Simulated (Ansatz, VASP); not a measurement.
One calculation of Mo, two programs

```
CELL_PARAMETERS angstrom
-1.56464 1.56464 1.56464
1.56464 -1.56464 1.56464
1.56464 1.56464 -1.56464
ATOMIC_POSITIONS crystal
Mo 0.00000 0.00000 0.00000
```

Alike in both runs: functional PBEsol; k mesh 18 × 18 × 18; occupations gaussian, width 0.1 eV; no spin polarisation.

Ansatz relaxed the structure, and its values are those at the end. VASP's run is a single point on that final structure, the one shown.

|  | VASP | Ansatz |
| --- | --- | --- |
| version | VASP 6.6.1 | Ansatz 0.2.0 |
| potentials or method | VASP PAW PBE potentials, release 64 (Mo_sv) | scalar-relativistic, plane waves, PAW |
| plane-wave cutoff (eV) | 520 | 420 |
| valence electrons in the cell | 14 | 14 |

|  | VASP | Ansatz | Ansatz less VASP |
| --- | --- | --- | --- |
| gap on the k mesh at the Fermi level (eV) | none | none | - |
| pressure (GPa) | 0.6 | 0.0 | -0.56 |

A gap of «none» marks a metal or a gap that the smearing closes. With one functional, cell and mesh, what is left measures potentials, basis and numerics.

Caveats: the PAW data sets were made with another functional, which shifts forces and pressure a little (VASP).
